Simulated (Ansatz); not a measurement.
Task: a comparison of enthalpies under pressure of two structures of Ir, with the Python package of Ansatz (0.2.0). Give the script and its output. Settings (first run): PBE, PAW, cutoff 500 eV, 19×19×19 k-points, cold smearing of 0.1 eV.

Script `ir_transition.py`:
```python
"""Enthalpies of two structures of Ir under pressure."""

import ansatz as az
import numpy as np


def sc(a_site, a):
    return (
        az.Lattice.cubic(a)
        .space_group(221)
        .atom(a_site, (0, 0, 0))
    )


def bcc(first, a):
    return (
        az.Lattice.bcc(a)
        .space_group(229)
        .atom(first, (0, 0, 0))
        .primitive()
    )


def ground_state(name, crystal, pressure=0.0):
    calc = (
        crystal.calculation()
        .basis(500)
        .kpoints(spacing=0.14)
        .occupations("cold", width=0.1)
    )
    calc = calc.relax(force_tolerance=0.03, max_steps=40, cell=True, pressure=pressure)
    return calc.run(threads=1)


def volume_per_atom(outcome):
    return abs(np.linalg.det(outcome.lattice.cell_ang)) / len(outcome.lattice.sites)


def main() -> None:
    phases = {}
    phases["sc"] = sc("Ir", 2.49)
    phases["bcc"] = bcc("Ir", 3.04)

    # enthalpy per atom at each pressure
    pressures = [0, 20, 40, 60]
    enthalpy, volume = {name: [] for name in phases}, {name: [] for name in phases}
    for p in pressures:
        for name, crystal in phases.items():
            o = ground_state(name, crystal, pressure=p)
            volume[name].append(volume_per_atom(o))
            enthalpy[name].append(o.report["energy_sigma0_ev"] / len(o.lattice.sites) + p * volume[name][-1] / 160.21766)
    gap = np.array(enthalpy["bcc"]) - np.array(enthalpy["sc"])
    rows = [(p, va, vb, 1000 * d) for p, va, vb, d in zip(pressures, volume["sc"], volume["bcc"], gap)]
    print("| P (GPa) | V sc (A^3/atom) | V bcc (A^3/atom) | H(bcc) - H(sc) (meV/atom) |")
    print("| --- | --- | --- | --- |")
    for row in rows:
        print(f"| {row[0]:d} | {row[1]:.3f} | {row[2]:.3f} | {row[3]:+.1f} |")
    crossings = [p0 - g0 * (p1 - p0) / (g1 - g0) for p0, p1, g0, g1 in zip(pressures, pressures[1:], gap, gap[1:]) if g0 * g1 < 0]
    print("crossing near", [round(float(p), 1) for p in crossings], "GPa") if crossings else print("no crossing in this range")


if __name__ == "__main__":
    main()
```

Running `python ir_transition.py` prints:
```text
| P (GPa) | V sc (A^3/atom) | V bcc (A^3/atom) | H(bcc) - H(sc) (meV/atom) |
| --- | --- | --- | --- |
| 0 | 16.988 | 15.042 | -355.6 |
| 20 | 15.862 | 14.218 | -578.0 |
| 40 | 15.058 | 13.599 | -771.0 |
| 60 | 14.434 | 13.102 | -944.9 |
no crossing in this range
```

Caveats:
- At a fixed pressure a relaxation lowers the enthalpy F + PV, while F alone can rise.
- Spin-orbit coupling, which matters for elements this heavy, is left out.
- No functional is typed, so the default, PBE, holds.
- Only these two structures are compared, at zero temperature and with their symmetry kept; either may be hypothetical, and another phase may be lower than both. Differences under 10 to 15 meV an atom lie within the error of mesh and functional.
- The cells are prototypes set up for this calculation and needn't exist.
- Hardware and time: 83 s on 1 thread of AMD EPYC 7R43 64-Core Processor (Zen 3) (shared host), peak memory 0.47 GiB.
